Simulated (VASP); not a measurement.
Here is a VASP 6.6.1 calculation.

Contents of INCAR:

```
ALGO = Normal
EDIFF = 1E-7
EDIFFG = -0.005
ENCUT = 600
GGA = PS
IBRION = 2
ISIF = 3
ISMEAR = 0
KPAR = 2
LASPH = True
LCHARG = False
LREAL = False
LWAVE = False
NELM = 80
NSW = 90
PREC = Accurate
SIGMA = 0.03
```

KPOINTS

```
k-points
0
Gamma
  6 6 10
```

File POSCAR:

```
TiO2                                    
1.0
    4.5924156965      0.0000000000      0.0000000000
    0.0000000000      4.5924156965      0.0000000000
    0.0000000000      0.0000000000      2.9417133051
  Ti              O             
     2     4
Direct
     1.0000000000000000    1.0000000000000000    0.0000000000000000
     0.5000000000000000    0.5000000000000000    0.5000000000000000
     0.3042848952318485    0.3042848952318485    1.0000000000000000
     0.1957151047681514    0.8042848952318487    0.5000000000000000
     0.6957151047681513    0.6957151047681513    0.0000000000000000
     0.8042848952318487    0.1957151047681514    0.5000000000000000
```

Potentials or basis: VASP PAW PBE potentials, release 64 (Ti_sv, O).

The run is started by

```console
$ cat potpaw_PBE.64/Ti_sv/POTCAR potpaw_PBE.64/O/POTCAR > POTCAR
$ mpirun -np 2 vasp_std > vasp.out
```

Task: What does it give for the relaxed cell?

Result: a = 4.593 Å, b = 4.593 Å, c = 2.942 Å, α = 90.00°, β = 90.00°, γ = 90.00°.

Task: What does it give for the relaxed volume?

Result: 10.34 Å³/atom.

Task: Estimate the space group after relaxing (to 0.05 Å).

Result: P4_2/mnm (No. 136).

Task: Estimate the band gap on the k mesh.

Result: 1.83 eV, direct.

Final structure:
```cif
data_structure
_symmetry_space_group_name_H-M 'P 1'
_symmetry_Int_Tables_number 1
_cell_length_a 4.5927
_cell_length_b 4.5927
_cell_length_c 2.9417
_cell_angle_alpha 90.000
_cell_angle_beta 90.000
_cell_angle_gamma 90.000
_cell_volume 62.05
loop_
_atom_site_label
_atom_site_type_symbol
_atom_site_fract_x
_atom_site_fract_y
_atom_site_fract_z
_atom_site_occupancy
Ti1 Ti 0.00000 0.00000 0.00000 1
Ti2 Ti 0.50000 0.50000 0.50000 1
O1 O 0.30432 0.30432 0.00000 1
O2 O 0.19567 0.80432 0.50000 1
O3 O 0.69568 0.69568 0.00000 1
O4 O 0.80432 0.19567 0.50000 1
```

Caveat: the PAW data sets were made with another functional, which shifts forces and pressure a little. Expect the measured gap to be larger: semilocal functionals such as PBEsol lack the derivative discontinuity.
